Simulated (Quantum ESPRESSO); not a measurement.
# Mo (Im-3m) in Quantum ESPRESSO: notebook, part 3 of 3

Quantum ESPRESSO 7.5.

### Step 3. Phonons, LDA

Contents of pw.in:

```
&CONTROL
  calculation = 'scf'
  prefix = 'pwscf'
  outdir = './tmp'
  pseudo_dir = './pseudo'
  tprnfor = .true.
  tstress = .true.
  disk_io = 'low'
/
&SYSTEM
  ibrav = 0
  nat = 1
  ntyp = 1
  ecutwfc = 45
  ecutrho = 360
  nbnd = 13
  occupations = 'smearing'
  smearing = 'mv'
  degauss = 0.01469973
/
&ELECTRONS
  conv_thr = 2d-10
  electron_maxstep = 120
  mixing_beta = 0.5
/
ATOMIC_SPECIES
Mo    95.9500 mo_lda_v1.uspp.F.UPF
CELL_PARAMETERS bohr
  -2.9929651906    2.9929651906    2.9929651906
   2.9929651906   -2.9929651906    2.9929651906
   2.9929651906    2.9929651906   -2.9929651906
ATOMIC_POSITIONS bohr
Mo     0.0000000000    0.0000000000    0.0000000000
K_POINTS automatic
10 10 10 0 0 0
```

Contents of relax.in:

```
&CONTROL
  calculation = 'vc-relax'
  prefix = 'pwscf'
  outdir = './tmp'
  pseudo_dir = './pseudo'
  tprnfor = .true.
  tstress = .true.
  disk_io = 'low'
  nstep = 40
  forc_conv_thr = 0.0001
  etot_conv_thr = 1d-06
/
&SYSTEM
  ibrav = 0
  nat = 1
  ntyp = 1
  ecutwfc = 45
  ecutrho = 360
  nbnd = 13
  occupations = 'smearing'
  smearing = 'mv'
  degauss = 0.01469973
/
&ELECTRONS
  conv_thr = 2d-10
  electron_maxstep = 120
  mixing_beta = 0.5
/
&IONS
  ion_dynamics = 'bfgs'
/
&CELL
  cell_dynamics = 'bfgs'
  press = 0
  press_conv_thr = 0.2
/
ATOMIC_SPECIES
Mo    95.9500 mo_lda_v1.uspp.F.UPF
CELL_PARAMETERS bohr
  -2.9929651906    2.9929651906    2.9929651906
   2.9929651906   -2.9929651906    2.9929651906
   2.9929651906    2.9929651906   -2.9929651906
ATOMIC_POSITIONS bohr
Mo     0.0000000000    0.0000000000    0.0000000000
K_POINTS automatic
10 10 10 0 0 0
```

Contents of scf2.in:

```
&CONTROL
  calculation = 'scf'
  prefix = 'pwscf'
  outdir = './tmp'
  pseudo_dir = './pseudo'
  tprnfor = .true.
  tstress = .true.
  disk_io = 'low'
/
&SYSTEM
  ibrav = 0
  nat = 1
  ntyp = 1
  ecutwfc = 45
  ecutrho = 360
  nbnd = 13
  occupations = 'smearing'
  smearing = 'mv'
  degauss = 0.01469973
/
&ELECTRONS
  conv_thr = 1d-13
  electron_maxstep = 120
  mixing_beta = 0.5
  startingpot = 'file'
  startingwfc = 'file'
/
ATOMIC_SPECIES
Mo    95.9500 mo_lda_v1.uspp.F.UPF
CELL_PARAMETERS bohr
  -2.9356298565    2.9356298565    2.9356298565
   2.9356298565   -2.9356298565    2.9356298565
   2.9356298565    2.9356298565   -2.9356298565
ATOMIC_POSITIONS bohr
Mo     0.0000000000    0.0000000000    0.0000000000
K_POINTS automatic
10 10 10 0 0 0
```

Contents of ph.in:

```
phonons of Mo
&INPUTPH
  prefix = 'pwscf'
  outdir = './tmp'
  tr2_ph = 1d-18
  fildyn = 'dyn'
  niter_ph = 90
  alpha_mix(1) = 0.4
/
0.4330127019 0.4330127019 0.0000000000
```

Potentials or basis: GBRV 1.5 LDA.

Launch:

```
OMP_NUM_THREADS=1 pw.x -in pw.in > pw.out
OMP_NUM_THREADS=1 pw.x -in relax.in > relax.out
OMP_NUM_THREADS=1 pw.x -in scf2.in > scf2.out
OMP_NUM_THREADS=1 ph.x -in ph.in > ph.out
```

pw.out:

```text
This program is part of the open-source Quantum ESPRESSO suite
     for quantum simulation of materials; please cite
[... 9 lines left out ...]
     --------------------
     sticks:   dense  smooth     PW     G-vecs:    dense   smooth      PW
     Sum         727     363    139                12479     4321    1061

     Using Slab Decomposition

     bravais-lattice index     =            0
     lattice parameter (alat)  =       5.1840  a.u.
     unit-cell volume          =     107.2420 (a.u.)^3
     number of atoms/cell      =            1
     number of atomic types    =            1
     number of electrons       =        14.00
     number of Kohn-Sham states=           13
     kinetic-energy cutoff     =      45.0000  Ry
     charge density cutoff     =     360.0000  Ry
     scf convergence threshold =      2.0E-10
     mixing beta               =       0.5000
     number of iterations used =            8  plain     mixing
     Exchange-correlation= SLA  PZ   NOGX NOGC
                           (   1   1   0   0   0   0   0)

     celldm(1)=   5.183968  celldm(2)=   0.000000  celldm(3)=   0.000000
     celldm(4)=   0.000000  celldm(5)=   0.000000  celldm(6)=   0.000000

     crystal axes: (cart. coord. in units of alat)
               a(1) = (  -0.577350   0.577350   0.577350 )
               a(2) = (   0.577350  -0.577350   0.577350 )
               a(3) = (   0.577350   0.577350  -0.577350 )

     reciprocal axes: (cart. coord. in units 2 pi/alat)
               b(1) = ( -0.000000  0.866025  0.866025 )
               b(2) = (  0.866025 -0.000000  0.866025 )
               b(3) = (  0.866025  0.866025  0.000000 )

     PseudoPot. # 1 for Mo read from file:
     mo_lda_v1.uspp.F.UPF
     Pseudo is Ultrasoft + core correction, Zval = 14.0
     Generated by new atomic code, or converted to UPF format
     Using radial grid of  889 points,  6 beta functions with:
                l(1) =   0
                l(2) =   0
                l(3) =   1
                l(4) =   1
                l(5) =   2
                l(6) =   2
     Q(r) pseudized with  6 coefficients,  rinner =    1.000   1.000   1.000
                                                       1.000   1.000

     atomic species   valence    mass     pseudopotential
     Mo               14.00    95.95000     Mo( 1.00)

     48 Sym. Ops., with inversion, found

   Cartesian axes

     site n.     atom                  positions (alat units)
         1        Mo     tau(   1) = (   0.0000000   0.0000000   0.0000000  )

     number of k points=    47  Marzari-Vanderbilt smearing, width (Ry)=  0.0147
                       cart. coord. in units 2pi/alat
        k(    1) = (   0.0000000   0.0000000   0.0000000), wk =   0.0020000
        k(    2) = (   0.0866025   0.0866025   0.0000000), wk =   0.0240000
        k(    3) = (   0.1732051   0.1732051   0.0000000), wk =   0.0240000
        k(    4) = (   0.2598076   0.2598076   0.0000000), wk =   0.0240000
        k(    5) = (   0.3464102   0.3464102   0.0000000), wk =   0.0240000
        k(    6) = (  -0.4330127  -0.4330127   0.0000000), wk =   0.0120000
[... 39 lines left out ...]
        k(   46) = (  -0.8660254  -0.0866025  -0.0866025), wk =   0.0240000
        k(   47) = (  -0.8660254  -0.8660254  -0.8660254), wk =   0.0020000

     Dense  grid:    12479 G-vectors     FFT dimensions: (  32,  32,  32)

     Smooth grid:     4321 G-vectors     FFT dimensions: (  24,  24,  24)

     Initial potential from superposition of free atoms

     starting charge      13.9991, renormalised to      14.0000

     negative rho (up, down):  1.321E-05 0.000E+00
     Starting wfcs are   13 randomized atomic wfcs

     Self-consistent Calculation

     iteration #  1     ecut=    45.00 Ry     beta= 0.50
     Davidson diagonalization with overlap
     ethr =  1.00E-02,  avg # of iterations =  3.9

     Threshold (ethr) on eigenvalues was too large:
     Diagonalizing with lowered threshold

     Davidson diagonalization with overlap
     ethr =  2.83E-04,  avg # of iterations =  1.8

     negative rho (up, down):  5.222E-05 0.000E+00

     total energy              =    -139.48750061 Ry
     estimated scf accuracy    <       0.04024277 Ry

     iteration #  2     ecut=    45.00 Ry     beta= 0.50
     Davidson diagonalization with overlap
     ethr =  2.87E-04,  avg # of iterations =  2.0
[... 51 lines left out ...]
     iteration #  8     ecut=    45.00 Ry     beta= 0.50
     Davidson diagonalization with overlap
     ethr =  1.90E-12,  avg # of iterations =  2.1

     negative rho (up, down):  5.436E-05 0.000E+00

     End of self-consistent calculation

          k = 0.0000 0.0000 0.0000 (   555 PWs)   bands (ev):

   -40.4368 -13.7813 -13.7813 -13.7813  13.4901  19.3638  19.3638  19.3638
    22.3036  22.3036  35.4450  35.4450  35.4450

          k = 0.0866 0.0866 0.0000 (   557 PWs)   bands (ev):

   -40.4134 -13.9178 -13.8236 -13.7822  13.9159  19.1290  19.3146  19.7687
    21.9956  22.3134  35.7339  36.1640  36.2140
[... 218 lines left out ...]
   -40.0278 -14.7490 -14.6623 -14.6248  15.6252  15.7109  23.2352  23.4812
    24.6894  29.4274  30.1086  31.0071  40.3650

          k =-0.8660-0.8660-0.8660 (   490 PWs)   bands (ev):

   -40.0105 -14.7077 -14.7077 -14.7077  15.3690  15.3690  24.6226  24.6226
    24.6226  29.5902  29.5902  29.5902  39.8001

     the Fermi energy is    20.8020 ev

!    total energy              =    -139.49510130 Ry
     estimated scf accuracy    <          1.0E-11 Ry
     smearing contrib. (-TS)   =      -0.00041310 Ry
     internal energy E=F+TS    =    -139.49468820 Ry

     The total energy is F=E-TS. E is the sum of the following terms:
     one-electron contribution =     -19.07994593 Ry
     hartree contribution      =      17.94097866 Ry
     xc contribution           =     -19.19466982 Ry
     ewald contribution        =    -119.16105111 Ry

     convergence has been achieved in   8 iterations

     negative rho (up, down):  5.436E-05 0.000E+00

     Forces acting on atoms (cartesian axes, Ry/au):

     atom    1 type  1   force =     0.00000000    0.00000000    0.00000000

     Total force =     0.000000     Total SCF correction =     0.000000

     Computing stress (Cartesian axis) and pressure

     negative rho (up, down):  5.436E-05 0.000E+00
          total   stress  (Ry/bohr**3)                   (kbar)     P=     -148.79
  -0.00101146   0.00000000   0.00000000         -148.79        0.00        0.00
   0.00000000  -0.00101146   0.00000000            0.00     -148.79        0.00
   0.00000000   0.00000000  -0.00101146            0.00        0.00     -148.79

=------------------------------------------------------------------------------=
   JOB DONE.
=------------------------------------------------------------------------------=
```

Wall time 3 min (1 thread of Arm Neoverse V1, shared host); peak memory 0.08 GiB.

What came out:

- Free energy: -1897.9684 eV
- Relaxed volume: 15.00 Å³/atom
- Relaxed cell: a = 2.691 Å, b = 2.691 Å, c = 2.691 Å, α = 109.47°, β = 109.47°, γ = 109.47°
- Space group after relaxing (to 0.05 Å): Im-3m (No. 229)
- Pressure after relaxing: 0.0 GPa
- Band gap on the k mesh: none (metal or under the smearing width)
- Highest phonon frequency at the q point run: 271 cm⁻¹

The path:
| step | energy change (eV) | largest force (eV/Å) | pressure (GPa) | volume (Å³) |
| --- | --- | --- | --- | --- |
| 1 | 0.0000 | 0.0000 | -14.88 | 15.89 |
| 2 | -0.0386 | 0.0000 | 5.70 | 14.72 |
| 3 | -0.0435 | 0.0000 | -0.54 | 15.02 |
| 4 | -0.0436 | 0.0000 | -0.02 | 15.00 |
| 5 | -0.0436 | 0.0000 | 0.01 | 15.00 |

Final structure:
```
Mo
1.0
    -1.55347    1.55347    1.55347
     1.55347   -1.55347    1.55347
     1.55347    1.55347   -1.55347
Mo
1
Direct
  0.00000 0.00000 0.00000
```

Phonon frequencies in cm⁻¹ (negative: imaginary):
| q point | frequencies |
| --- | --- |
| (0.000, 0.000, 0.500) | 148 191 271 |

Phonon modes at q = (0.000, 0.000, 0.500) in reciprocal lattice units:
```csv
mode,symmetry,cm⁻¹
1,B_1u,148
2,B_2u,191
3,B_3u,271
```

Caveat: the mesh is thin for the phonons of a metal.
